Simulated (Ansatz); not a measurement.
ZnS, 4H polytype, relaxed with r2SCAN: 3 runs in Ansatz, each a calculation of independent-particle optics. The symmetry is P6_3mc (No. 186, hexagonal); a = 3.808 Å, c = 12.466 Å in the conventional setting, 19.56 Å³ an atom. Around Zn lie 4 S at 2.33 Å; around Zn lie 4 S at 2.33–2.34 Å; around S lie 4 Zn at 2.33 Å; around S lie 4 Zn at 2.33–2.34 Å. (Simulation; spin polarisation is off.)

```
CELL_PARAMETERS angstrom
3.80761 0.00000 0.00000
-1.90381 3.29749 0.00000
0.00000 0.00000 12.46582
ATOMIC_POSITIONS crystal
Zn 0.00000 0.00000 0.00011
Zn 0.33333 0.66667 0.25007
Zn 0.00000 0.00000 0.50011
Zn 0.66667 0.33333 0.75007
S 0.00000 0.00000 0.18724
S 0.33333 0.66667 0.43759
S 0.00000 0.00000 0.68724
S 0.66667 0.33333 0.93759
```

On meshes this coarse, single peaks can be features of the mesh. No local fields, no excitons; the zone sum runs over the cells of the mesh, and ε∞ includes the bands left out of the spectrum. Up to four peaks are listed, those above 15 % of the tallest and inside the complete range; the four can differ from row to row.

| functional | k mesh | broadening (eV) | scissors (eV) | range (eV) | direct gap on the mesh before scissors (eV) | ε∞ xx | ε∞ yy | ε∞ zz | complete up to (eV) | tallest peaks of mean ε₂ (eV) |
| --- | --- | --- | --- | --- | --- | --- | --- | --- | --- | --- |
| PBE | 6×6×2 | 0.1 | 0.00 | 0–14 | 2.18 | 6.25 | 6.25 | 6.31 | 14.0 | 5.20 6.10 7.20 7.55 |
| r2SCAN | 6×6×2 | 0.1 | 0.00 | 0–14 | 2.74 | 5.60 | 5.60 | 5.65 | 14.0 | 6.25 6.60 7.65 8.05 |
| PBE | 6×6×2 | 0.1 | 1.23 (to HSE06) | 0–14 | 2.18 | 5.38 | 5.38 | 5.42 | 14.0 | 6.45 7.35 8.40 8.75 |
